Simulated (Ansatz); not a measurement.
# B: the cost of one run

Computed with Ansatz 0.2.0 (DFT PBE, scalar-relativistic, plane waves, PAW, unless a step's input says otherwise).

1 further run of the same task is left out (set aside as unsound or not needed).

### 1 The structure to begin with

The structure is hexagonal, space group P6/mmm (No. 191). Conventional cell: a = 3.011 Å, b = 3.011 Å, c = 1.936 Å, α = 90.00°, β = 90.00°, γ = 120.00°. B (site symmetry -6m2) is surrounded by 5 B at 1.74 to 1.94 Å.

Structure file:

```cif
data_structure
_symmetry_space_group_name_H-M 'P6/mmm'
_symmetry_Int_Tables_number 191
_cell_length_a 3.0112
_cell_length_b 3.0112
_cell_length_c 1.9358
_cell_angle_alpha 90.000
_cell_angle_beta 90.000
_cell_angle_gamma 120.000
_cell_volume 15.20
loop_
_atom_site_label
_atom_site_type_symbol
_atom_site_symmetry_multiplicity
_atom_site_Wyckoff_symbol
_atom_site_fract_x
_atom_site_fract_y
_atom_site_fract_z
_atom_site_occupancy
B1 B 2 c 0.33333 0.66667 0.00000 1
```

The cell was relaxed beforehand at this level, from a generated guess; it needn't be the stable form of this composition. At a tolerance of 0.05 Å it has space group P6/mmm (No. 191); it has 7.60 Å³/atom, an uncorrected energy of +0.74 eV/atom over the standard state.

### 2 Electronic structure at the relaxed geometry

File input.yaml:

```yaml
crystal:
  lattice:
    - [3.0111955405, 0.0, 0.0]
    - [-1.5055977703, 2.6077718339, 0.0]
    - [0.0, 0.0, 1.9358237855]
  atoms:
    - { symbol: B, position: [0.3333333333, 0.6666666667, 0.0] }
    - { symbol: B, position: [0.6666666667, 0.3333333333, 0.0] }
basis:
  ecutwfc: 420
kpoints:
  mp_grid: { grid: [24, 24, 28] }
  band_path:
    path:
      - [[0.0, 0.0, 0.0], [0.5, 0.0, 0.0], [0.33333333, 0.33333333, 0.0], [0.0, 0.0, 0.0], [0.0, 0.0, 0.5], [0.5, 0.0, 0.5], [0.33333333, 0.33333333, 0.5], [0.0, 0.0, 0.5]]
      - [[0.5, 0.0, 0.5], [0.5, 0.0, 0.0]]
      - [[0.33333333, 0.33333333, 0.5], [0.33333333, 0.33333333, 0.0]]
    npoints: 14
hamiltonian:
  xc: pbe
scf:
  occupations: { method: gaussian, width: 0.1 }
  n_extra_bands: 6
output:
  forces: true
  stress: true
  eigenvalues: true
  populations: true
  dos: { projected: true, de: 0.02, nscf_kmesh: { grid: [29, 29, 34] } }
  bader: true
  write_density: true
  write_potential: true
  elf: true
  volumetric_format: npy
```

On the command line:

```sh
> ansatz run input.yaml --threads 1 --pin off --max-ram 2560MiB --backend cpu --events-out ev --progress --plain --runs-dir out
```

**Question.** How long does this run take on 1 thread of Arm Neoverse V1, shared host, and how much memory does it need?

About 27 s, with a peak of 0.41 GiB.
